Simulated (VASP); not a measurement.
# ZnS (P6_3mc) in VASP: notebook

The runs below take ZnS through single point, with PBE.

Program: VASP 6.6.1. These are calculated values, not measurements. Logs are shortened: lines on timing, memory, paths and dates and some standing lists are left out, and cuts for length are marked.

**Experimental background.**

A printed reference work, monograph reports, for a bulk crystal of ZnS at 4 K: band gap 3.911 eV (direct).

The results are compared with them further down.

**1. The cell of the first run**

It takes space group P6_3mc (No. 186, hexagonal). Conventional cell: a = 3.885 Å, b = 3.885 Å, c = 19.060 Å, α = 90.00°, β = 90.00°, γ = 120.00°. Within 3.1 Å of Zn (site symmetry 3m) lie 4 S at 2.38 Å. Within 3.1 Å of Zn (site symmetry 3m) lie 4 S at 2.38 Å. Within 3.1 Å of Zn (site symmetry 3m) lie 4 S at 2.38 Å. Within 3.1 Å of S (site symmetry 3m) lie 4 Zn at 2.38 Å. S (site symmetry 3m) has 4 Zn at 2.38 Å within 3.1 Å. Within 3.1 Å of S (site symmetry 3m) lie 4 Zn at 2.38 Å.

**2. Single point, PBE (volume scaled by 1.03, then relaxed in part)**

Contents of INCAR:

```
  ALGO = Normal
  EDIFF = 1E-6
  ENCUT = 520
  GGA = PE
  ISIF = 2
  ISMEAR = 0
  LASPH = T
  LCHARG = F
  LREAL = F
  LWAVE = F
  NBANDS = 66
  NELM = 100
  PREC = Accurate
  SIGMA = 0.02
```

Contents of KPOINTS:

```
k-points
0
Gamma
  12 12 2
```

Contents of POSCAR:

```
ZnS
1.0
    3.8851166119      0.0000000000      0.0000000000
   -1.9425583060      3.3646096826      0.0000000000
    0.0000000000      0.0000000000     19.0600209134
Zn S
6 6
Direct
    0.0000000000      0.0000000000      0.0000297395
    0.0000000000      0.0000000000      0.5000297395
    0.3333333333      0.6666666667      0.1667881137
    0.6666666667      0.3333333333      0.6667881137
    0.6666666667      0.3333333333      0.3332709664
    0.3333333333      0.6666666667      0.8332709664
    0.0000000000      0.0000000000      0.1251143272
    0.0000000000      0.0000000000      0.6251143272
    0.3333333333      0.6666666667      0.2916430245
    0.6666666667      0.3333333333      0.7916430245
    0.6666666667      0.3333333333      0.4581538287
    0.3333333333      0.6666666667      0.9581538287
```

Potentials or basis: VASP PAW PBE potentials, release 64 (Zn, S).

The run is started by

```
$ cat potpaw_PBE.64/Zn/POTCAR potpaw_PBE.64/S/POTCAR > POTCAR
$ mpirun -np 1 vasp_std > vasp.out
```

OUTCAR:

```text
EDIFF = 1E-6
   ENCUT = 520
   GGA = PE
   ISIF = 2
   ISMEAR = 0
   LASPH = T
   LREAL = F
   NELM = 100
   PREC = Accurate

 ion  position               nearest neighbor table
   1  0.000  0.000  0.000-  12 2.38  12 2.38  12 2.38   7 2.38
   2  0.000  0.000  0.500-  11 2.38  11 2.38  11 2.38   8 2.38
   3  0.333  0.667  0.167-   7 2.38   7 2.38   7 2.38   9 2.38
   4  0.667  0.333  0.667-   8 2.38   8 2.38   8 2.38  10 2.38
   5  0.667  0.333  0.333-   9 2.38   9 2.38   9 2.38  11 2.38
   6  0.333  0.667  0.833-  10 2.38  10 2.38  10 2.38  12 2.38
   7  0.000  0.000  0.125-   3 2.38   3 2.38   3 2.38   1 2.38
   8  0.000  0.000  0.625-   4 2.38   4 2.38   4 2.38   2 2.38
   9  0.333  0.667  0.292-   5 2.38   5 2.38   5 2.38   3 2.38
  10  0.667  0.333  0.792-   6 2.38   6 2.38   6 2.38   4 2.38
  11  0.667  0.333  0.458-   5 2.38   2 2.38   2 2.38   2 2.38
  12  0.333  0.667  0.958-   6 2.38   1 2.38   1 2.38   1 2.38

  LATTYP: Found a hexagonal cell.
 ALAT       =     3.8851166119
 C/A-ratio  =     4.9059070338

  Lattice vectors:

 A1 = (   3.8851166119,   0.0000000000,   0.0000000000)
 A2 = (  -1.9425583060,   3.3646096826,   0.0000000000)
 A3 = (   0.0000000000,   0.0000000000,  19.0600209134)

Analysis of symmetry for initial positions (statically):
=====================================================================
 Subroutine PRICEL returns:
 Original cell was already a primitive cell.

 Routine SETGRP: Setting up the symmetry group for a
 hexagonal supercell.

 Subroutine GETGRP returns: Found 12 space group operations
 (whereof  6 operations were pure point group operations)
 out of a pool of 24 trial point group operations.

The static configuration has the point symmetry C_3v.
 The point group associated with its full space group is C_6v.

Analysis of symmetry for dynamics (positions and initial velocities):
=====================================================================
 Subroutine PRICEL returns:
 Original cell was already a primitive cell.

 Routine SETGRP: Setting up the symmetry group for a
 hexagonal supercell.

 Subroutine GETGRP returns: Found 12 space group operations
 (whereof  6 operations were pure point group operations)
 out of a pool of 24 trial point group operations.

The dynamic configuration has the point symmetry C_3v.
 The point group associated with its full space group is C_6v.

 Subroutine INISYM returns: Found 12 space group operations
 (whereof  6 operations are pure point group operations),
 and found     1 'primitive' translations

----------------------------------------------------------------------------------------

                                     Primitive cell

  volume of cell :     249.1507

  direct lattice vectors                    reciprocal lattice vectors
     3.885116612  0.000000000  0.000000000     0.257392532  0.148605647  0.000000000
    -1.942558306  3.364609683  0.000000000     0.000000000  0.297211295  0.000000000
     0.000000000  0.000000000 19.060020913     0.000000000  0.000000000  0.052465840

  length of vectors
     3.885116612  3.885116612 19.060020913     0.297211295  0.297211295  0.052465840

  position of ions in fractional coordinates (direct lattice)
     0.000000000  0.000000000  0.000029740
     0.000000000  0.000000000  0.500029740
     0.333333333  0.666666667  0.166788114
     0.666666667  0.333333333  0.666788114
     0.666666667  0.333333333  0.333270966
     0.333333333  0.666666667  0.833270966
     0.000000000  0.000000000  0.125114327
     0.000000000  0.000000000  0.625114327
     0.333333333  0.666666667  0.291643024
     0.666666667  0.333333333  0.791643024
     0.666666667  0.333333333  0.458153829
     0.333333333  0.666666667  0.958153829

  ion indices of the primitive-cell ions
   primitive index   ion index
                 1           1
                 2           2
                 3           3
                 4           4
                 5           5
                 6           6
                 7           7
                 8           8
                 9           9
                10          10
                11          11
                12          12

----------------------------------------------------------------------------------------

 KPOINTS: k-points

Automatic generation of k-mesh.
 Grid dimensions read from file:
 generate k-points for:   12   12    2

 Generating k-lattice:

  Cartesian coordinates                     Fractional coordinates (reciprocal lattice)
     0.021449378  0.012383804  0.000000000     0.083333333  0.000000000  0.000000000
     0.000000000  0.024767608  0.000000000     0.000000000  0.083333333  0.000000000
     0.000000000  0.000000000  0.026232920     0.000000000  0.000000000  0.500000000

  Length of vectors
     0.024767608  0.024767608  0.026232920

  Shift w.r.t. Gamma in fractional coordinates (k-lattice)
     0.000000000  0.000000000  0.000000000

 Subroutine IBZKPT returns following result:
 ===========================================

 Found     38 irreducible k-points:

 Following reciprocal coordinates:
            Coordinates               Weight
  0.000000  0.000000  0.000000      1.000000
  0.083333 -0.000000  0.000000      6.000000
  0.166667 -0.000000  0.000000      6.000000
  0.250000 -0.000000  0.000000      6.000000
  0.333333 -0.000000  0.000000      6.000000
  0.416667 -0.000000  0.000000      6.000000
[... 16 lines left out ...]
  0.250000 -0.000000  0.500000      6.000000
  0.333333 -0.000000  0.500000      6.000000
 [... further k-points ...]
   k-points           NKPTS =     38   k-points in BZ     NKDIM =     38   number of bands    NBANDS=     66
   number of dos      NEDOS =    301   number of ions     NIONS =     12
   total plane-waves  NPLWV = 129600
   dimension x,y,z NGX =    30 NGY =   30 NGZ =  144
   dimension x,y,z NGXF=    60 NGYF=   60 NGZF=  288
   ions per type =               6   6
   NGX,Y,Z   is equivalent  to a cutoff of  12.84, 12.84, 12.56 a.u.
   NGXF,Y,Z  is equivalent  to a cutoff of  25.67, 25.67, 25.12 a.u.
 SYSTEM =  unknown system
   PREC   = accura    normal or accurate (medium, high low for compatibility)
   ISTART =      0    job   : 0-new  1-cont  2-samecut
   ICHARG =      2    charge: 1-file 2-atom 10-const
   ISPIN  =      1    spin polarized calculation?
   LNONCOLLINEAR =      F non collinear calculations
   LSORBIT =      F    spin-orbit coupling
   LASPH  =      T    aspherical Exc in radial PAW
   ENCUT  =  520.0 eV  38.22 Ry    6.18 a.u.   7.22  7.22 35.44*2*pi/ulx,y,z
   NELM   =    100;   NELMIN=  2; NELMDL= -5     # of ELM steps
   EDIFF  = 0.1E-05   stopping-criterion for ELM
   LREAL  =      F    real-space projection
   EDIFFG = 0.1E-04   stopping-criterion for IOM
   NSW    =      0    number of steps for IOM
   IBRION =     -1    ionic relax: 0-MD 1-quasi-New 2-CG
   NFREE  =      0    steps in history (QN), initial steepest desc. (CG)
   ISIF   =      2    stress and relaxation
   ISYM   =      2    0-nonsym 1-usesym 2-fastsym
   POTIM  = 0.5000    time-step for ionic-motion
   TEBEG  =    0.0;   TEEND  =   0.0 temperature during run
   PSTRESS=    0.0 pullay stress
   NELECT =     108.0000    total number of electrons
   NUPDOWN=      -1.0000    fix difference up-down
   EMIN   =  10.00;   EMAX   =-10.00  energy-range for DOS
   EFERMI =   0.00;   METHOD = LEGACY
   ISMEAR =     0;   SIGMA  =   0.02  broadening in eV -4-tet -1-fermi 0-gaus
   EFERMI_NEDOS =   21; number of points for ismear=-14 and -15
   IALGO  =     38    algorithm
   IMIX   =      4    mixing-type and parameters
     AMIX     =   0.40;   BMIX     =  1.00
     AMIX_MAG =   1.60;   BMIX_MAG =  1.00
  volume/ion in A,a.u.               =      20.76       140.11
  Fermi-wavevector in a.u.,A,eV,Ry     =   1.238974  2.341321 20.885698  1.535056
  Thomas-Fermi vector in A             =   2.373476
   LORBIT       =      0    0 simple, 1 ext, 2 COOP (PROOUT), +10 PAW based schemes
   GGA     = PE    functional components
   LHFCALC =     F    Hartree Fock is set to
   AEXX    =    0.0000 exact exchange contribution
   IVDW    =     0    specifies the selected vdW correction
   LEPSILON=     F    determine dielectric tensor
   LRPA    =     F    only Hartree local field effects (RPA)
 non-spin polarized calculation
 Gauss-broadening in eV      SIGMA  =   0.02
  energy-cutoff  :      520.00
  volume of cell :      249.15
 maximum number of plane-waves:      6749
 NGX is ok and might be reduce to    30
   NGX = 15   NGY = 15   NGZ = 71

 number of electron     108.0000072 magnetization

 Free energy of the ion-electron system (eV)
  ---------------------------------------------------
  ext. energy  EPLUGINS =         0.00000000
  ---------------------------------------------------
  free energy    TOTEN  =       -41.06972108 eV

  energy without entropy =      -41.06972108  energy(sigma->0) =      -41.06972108

 E-fermi :   1.7389     XC(G=0):  -9.3893

 val. band max:        1.6499130271   @ k =   0.0000   0.0000   0.0000
 cond. band min:       3.5634203584   @ k =   0.0000   0.0000   0.0000
 fundamental gap:      1.9135073313
 Fermi energy:         1.7388537094

 k-point     1 :       0.0000    0.0000    0.0000
  band No.  band energies     occupation
      1     -11.1556      2.00000
      2     -10.9741      2.00000
      3     -10.9668      2.00000
      4     -10.5596      2.00000
      5     -10.5507      2.00000
      6     -10.3183      2.00000
[... 58 lines left out ...]
     65       8.1275      0.00000
     66       8.2558      0.00000

 k-point     2 :       0.0833   -0.0000    0.0000
  band No.  band energies     occupation
      1     -11.1127      2.00000
      2     -10.9347      2.00000
      3     -10.9273      2.00000
      4     -10.5295      2.00000
      5     -10.5205      2.00000
      6     -10.2946      2.00000
[... 58 lines left out ...]
     65       8.2530      0.00000
     66       8.3111      0.00000

 k-point     3 :       0.1667   -0.0000    0.0000
  band No.  band energies     occupation
      1     -10.9899      2.00000
      2     -10.8226      2.00000
      3     -10.8155      2.00000
      4     -10.4460      2.00000
      5     -10.4369      2.00000
      6     -10.2303      2.00000
[... 1438 lines left out ...]
     65       8.3932      0.00000
     66       8.3934      0.00000

 k-point    24 :       0.3333   -0.0000    0.5000
  band No.  band energies     occupation
      1     -10.5623      2.00000
      2     -10.5623      2.00000
      3     -10.3433      2.00000
      4     -10.3433      2.00000
      5     -10.1108      2.00000
      6     -10.1108      2.00000
[... 58 lines left out ...]
     65       8.3857      0.00000
     66       8.3857      0.00000

 [... further k-points ...]
[... 5 lines left out ...]
  --------------------------------------------------------------------------------------
  -------------------------------------------------------------------------------------
  Total       -2.7107393     -2.7107393     -2.7063484      0.0000000      0.0000000      0.0000000
  in kB      -17.4315584    -17.4315584    -17.4033226      0.0000000      0.0000000      0.0000000
  external PRESSURE =     -17.4221465 kB  Pullay stress =       0.0000000 kB

 VOLUME and BASIS-vectors are now :
 -----------------------------------------------------------------------------
  energy-cutoff  :      520.00
  volume of cell :      249.15
      direct lattice vectors                 reciprocal lattice vectors
     3.885116612  0.000000000  0.000000000     0.257392532  0.148605647  0.000000000
    -1.942558306  3.364609683  0.000000000     0.000000000  0.297211295  0.000000000
     0.000000000  0.000000000 19.060020913     0.000000000  0.000000000  0.052465840

 POSITION                                       TOTAL-FORCE (eV/Angst)
 -----------------------------------------------------------------------------------
      0.00000      0.00000      0.00057        -0.000000      0.000000     -0.003080
      0.00000      0.00000      9.53058        -0.000000      0.000000     -0.003080
     -0.00000      2.24307      3.17898         0.000000      0.000000     -0.003581
      1.94256      1.12154     12.70900        -0.000000     -0.000000     -0.003581
      1.94256      1.12154      6.35215         0.000000      0.000000     -0.000311
     -0.00000      2.24307     15.88216        -0.000000     -0.000000     -0.000311
      0.00000      0.00000      2.38468        -0.000000      0.000000      0.004142
      0.00000      0.00000     11.91469         0.000000      0.000000      0.004142
     -0.00000      2.24307      5.55872        -0.000000     -0.000000      0.001066
      1.94256      1.12154     15.08873         0.000000      0.000000      0.001066
      1.94256      1.12154      8.73242        -0.000000     -0.000000      0.001763
     -0.00000      2.24307     18.26243         0.000000     -0.000000      0.001763
 -----------------------------------------------------------------------------------
    total drift:                               -0.000001     -0.000001     -0.001806

  FREE ENERGIE OF THE ION-ELECTRON SYSTEM (eV)
  ---------------------------------------------------
  free  energy   TOTEN  =       -41.0697210808 eV

  energy  without entropy=      -41.0697210808  energy(sigma->0) =      -41.06972108
```

Run time: 19 min. Hardware: 1 thread of Intel Xeon Platinum 8259CL at 2.50GHz (Skylake/Cascade Lake), shared host; peak memory 0.63 GiB.

What came out:

```
Free energy            : -41.0697 eV
Pressure               : -1.7 GPa
Largest force          : 0.004 eV/Å
Band gap on the k mesh : 1.91 eV, direct
```

Forces in eV/Å, atoms in the order of the input:
```
Zn   0.000  0.000 -0.003
Zn   0.000  0.000 -0.003
Zn   0.000  0.000 -0.004
Zn   0.000  0.000 -0.004
Zn   0.000  0.000  0.000
Zn   0.000  0.000  0.000
S    0.000  0.000  0.004
S    0.000  0.000  0.004
S    0.000  0.000  0.001
S    0.000  0.000  0.001
S    0.000  0.000  0.002
S    0.000  0.000  0.002
```

Levels at points of the mesh, in eV from the valence-band top:
```
           k point  band 50  band 51  band 52  band 53  band 54  band 55  band 56  band 57  band 58  band 59
(0.00, 0.00, 0.00)    -0.22    -0.22    -0.02     0.00     0.00     1.91     3.01     3.13     3.14     3.22
(0.50, 0.00, 0.00)    -1.37    -1.15    -1.15    -1.00    -0.80     3.35     3.58     3.65     3.85     4.06
(0.00, 0.00, 0.50)    -0.43    -0.06    -0.06    -0.06    -0.06     2.40     2.40     3.16     3.16     3.36
(0.50, 0.00, 0.50)    -1.47    -1.11    -1.11    -0.90    -0.90     3.35     3.35     3.85     3.85     4.14
```

[end of part 1 of 2]
